## Estimating the pressure that a density functional puts on a titanium cell

Let two atoms in a metal each contribute a tail of electron density $n$ to the region between them. The simplest gradient correction to the exchange energy grows locally as $|\nabla n|^2/n^{4/3}$. If two equal tails overlap and slope the same way, density and slope both double, and the correction is multiplied by $2^2/2^{4/3}=2^{2/3}\approx1.6$. Two tails kept apart would earn twice the correction of one. If the overlapping tails slope in opposite directions, as they do between neighbouring atoms, the slopes cancel in part and the overlap earns still less.

Overlap therefore wastes gradient energy. The correction lowers the total energy, so a functional that contains it gains something when the atoms move apart. A functional without it lacks this incentive and favours a smaller crystal. In a cell whose size is held fixed the difference appears as pressure: the more strongly exchange rewards gradients, the higher the pressure should be.

ABINIT 10.8.3, plane-wave DFT with PAW datasets and no spin polarisation, for hexagonal titanium (P6_3/mmc, 2 atoms) in a fixed cell with a = 2.95 Å and c = 4.68 Å. Plane-wave cutoff 408 eV (fine grid 816 eV), 10×10×6 k mesh, Fermi–Dirac smearing of 0.05 eV. Pressure and stress are positive in compression; z lies along the hexagonal axis.

```
functional        potentials  pressure (GPa)  stress xx (GPa)  stress zz (GPa)
       LDA  JTH PAW LDA v2.0          -9.530           -9.290          -10.010
       PBE  JTH PAW PBE v2.0          -1.260           -1.130           -1.530
    PBEsol  JTH PAW PBE v2.0          -5.450           -5.280           -5.800
      BLYP  JTH PAW PBE v2.0           1.280            1.490            0.880
      AM05  JTH PAW PBE v2.0          -5.220           -5.070           -5.520
      BP86  JTH PAW PBE v2.0          -1.930           -1.750           -2.290
   HCTH407  JTH PAW PBE v2.0          -2.790           -3.130           -2.130
      PW91  JTH PAW PBE v2.0          -1.840           -1.680           -2.150
```

The atoms and the cell are the same in every row, and only the description of exchange and correlation changes. Pressure is counted positive when the cell is compressed and would expand if released; a negative value means that it would shrink. LDA, which knows only the local density, has the most negative pressure, −9.53 GPa. All the other functionals use density gradients, and all of them lie above it. BLYP alone reaches a positive value.

### From the argument to a rule

Gradient functionals measure the steepness of the density by a dimensionless number $s$, proportional to $|\nabla n|/n^{4/3}$. They multiply the local exchange energy by an enhancement factor $F(s)$. In LDA this factor is 1 everywhere. In the usual gradient functionals it starts at 1 for a uniform density and rises with $s$.

A single number can stand for the whole curve if the curves have similar shapes. A convenient choice is the excess at $s=1$, $g=F(1)-1$, because between the atoms of a solid $s$ runs from zero, where opposite slopes cancel, up to values of roughly this order. The pressure should then rise in proportion to $g$. The reason is the variational principle: at each volume, a modest change of functional alters the energy to first order as if the electrons had stayed where they were. Their rearrangement enters only at second order.

This gives the rule

$$P \approx P_{\mathrm{LDA}} + k\,g ,$$

where $P$ is the pressure wanted and $k$ is one slope for the given cell. Two rows fix it. PBE exchange has

$$g=\frac{0.804\,\mu}{0.804+\mu},\qquad \mu=0.2195,$$

which gives $g=0.172$. From LDA to PBE the pressure climbs by $9.53-1.26=8.27$ GPa, so $k=8.27/0.172\approx48$ GPa. Each 0.01 of enhancement is thus worth about half a gigapascal.

The slope is not a property of exchange alone. Gradient terms in the correlation energy usually act against those in exchange, and $k$ contains whatever PBE correlation contributes. It also contains the change of atomic dataset, since LDA was run with its own dataset and the other rows with the one made for PBE. For the six functionals still to be estimated, the frozen atomic cores are therefore those of PBE and don't match the functional. The pressure error from this is not known, and it is part of every miss quoted below. The value 48 GPa is a calibration for this cell, and another crystal needs its own pair of LDA and PBE pressures.

### PBEsol, worked in full

PBEsol uses the same formula for exchange with a weaker gradient coefficient, $\mu=0.1235$. Its pressure played no part in setting $k$. The estimate takes two lines:

$$g=\frac{0.804\times0.1235}{0.804+0.1235}=0.107,$$

$$P\approx-9.5+48\times0.107\approx-4.4\ \text{GPa}.$$

The full calculation gives −5.45 GPa, so the estimate is about 1 GPa too high. It still puts PBEsol in the right place, roughly midway between LDA and PBE. Weaker enhancement gives a weaker push outwards, as the overlap argument says. The pressures do not show where in the cell this push arises, and the steep region where the outer electrons of each atom meet its core may contribute too. The comparison is not a clean test of exchange, however, because PBEsol also weakens the gradient term in correlation.

The choice of $s=1$ is a convention, and its cost can be estimated. If the curves are compared at $s=0.5$, with the slope set again by LDA and PBE, the estimate for PBEsol becomes −4.7 GPa. At $s=2$ it becomes −3.5 GPa. The position between the two anchors survives, but the value moves by about as much as the rule misses anyway.

### BP86, and what its partner reveals

BP86 takes its exchange from a different formula, known as B88. At $s=1$ it reduces to

$$g=\frac{0.2743}{1+0.1965\,\operatorname{arsinh}(7.796)}=0.178 .$$

This is almost the PBE value, although the formula looks quite different. The rule gives $-9.5+48\times0.178\approx-1.0$ GPa, against a computed −1.93 GPa. BP86 was not used in the calibration either, and the miss is again about 1 GPa.

BLYP has exactly the same exchange as BP86, so the rule must give it the same −1.0 GPa. The calculation gives +1.28 GPa. The two functionals differ only in correlation, and they were run with the same dataset in the same cell. The gap of 3.21 GPa is therefore the effect of exchanging one correlation functional for the other. More than gradient terms may be at work in it. In a uniform density the correlation of BP86 returns to that of the uniform electron gas, while the correlation of BLYP does not, which is a known weakness in metals.

This pair sets a floor under the error of any estimate based on exchange alone. A single number for both rows must miss at least one of them by half the gap, about 1.6 GPa, whatever slope is chosen. Adjusting $k$ or $s$ can't remove that error. A better rule would need a second number to describe correlation.

### How far to trust it

Four of the estimated rows meet reasonably well what the rule assumes about exchange: PBEsol, BP86, PW91 and BLYP. Their exchange starts from the uniform-gas value and rises in a similar way. Over these four the mean absolute miss is 1.2 GPa, about one seventh of the step from LDA to PBE. The largest of the four misses is that of BLYP, 2.3 GPa.

An even lazier estimate gives every gradient functional the PBE pressure. Over the same four rows it misses by 2.0 GPa on average, and the comparison shows where the rule earns its keep. For PBEsol it cuts the error from 4.2 to about 1 GPa. For BP86 and PW91 the lazier estimate is slightly better, because their exchange is nearly as strong as that of PBE and the small remaining differences in $g$ point the wrong way.

The practical reading is that $g$ sorts functionals into broad classes. It separates no enhancement, weak enhancement and strong enhancement. It doesn't rank functionals within the strong class, where a change of correlation can outweigh the small differences in $g$. BP86 and PW91, whose computed pressures differ by only 0.09 GPa, are best treated as equal.

### Where the rule leaves its range

AM05 shows the first limit. Its exchange is only weakly enhanced at $s=1$, with $g=0.034$, and the rule places it at −7.9 GPa, not far above LDA. The computed pressure is −5.22 GPa, close to PBEsol. One reason lies in the shape of its exchange curve, which stays almost flat at small $s$ and rises later than that of PBE. The value at $s=1$ then understates what steeper regions add. AM05 was also designed with exchange and correlation as a matched pair, which a rule built on exchange alone can't follow. The pressures do not tell how much of the miss comes from each.

HCTH407 shows the second. Its coefficients were fitted to molecules, and its exchange factor does not return to 1 when the density is uniform. Its value at $s=1$ therefore mixes a change in the local energy with a response to gradients, and the step from LDA loses its meaning. Applied regardless, the rule gives −5.0 GPa where the calculation gives −2.79 GPa.

The stresses of HCTH407 are unusual as well. Stress xx and stress yy act within the hexagonal plane, and stress zz acts along the axis. In every other row stress zz is the lower of the two, so the cell is pulled inwards more strongly along the axis or, with BLYP, pushed outwards less strongly along it. In HCTH407 the order is reversed, by 1.00 GPa. Its flexible, molecule-fitted form is a plausible cause, but these numbers do not isolate it. A rule for the average pressure can't foresee such a change in the preferred shape.

Taken over all six estimated rows, these two included, the mean absolute miss is 1.6 GPa. Before using the rule, one should therefore look at how a functional is built. Its exchange should reduce to the local form in a uniform density and rise with $s$ in much the same way as that of PBE. Its correlation should also reduce to that of the uniform gas, a test that BLYP fails, and should not have been designed to make up for unusual exchange.

### From pressure to size

For most purposes the pressure matters because it tells how much the cell would change if it were released. Dividing by the bulk modulus gives a first estimate of the fractional change in volume. For titanium the modulus is roughly 110 GPa, a recalled value. LDA would then shrink this cell by 8 or 9 percent in volume, and PBE by about 1 percent.

The same division puts the error of the rule into familiar terms. A miss of 1 GPa corresponds to about 1 percent in volume, or 0.3 percent in each edge. That is good enough to foresee that PBEsol will give a clearly smaller titanium crystal than PBE. It is too coarse for choosing between functionals whose lattice constants differ by a few tenths of a percent.

Signs near zero call for similar caution. A finite plane-wave basis can shift the computed stress, and the shift should be similar in every row because the cell and the cutoff are the same, although the separate dataset of LDA may alter it somewhat. It would then largely cancel in the differences on which the rule rests, but not in a single pressure. The wide step from LDA to PBE is therefore safer than the statement that PBE would shrink this cell slightly while BLYP would expand it.
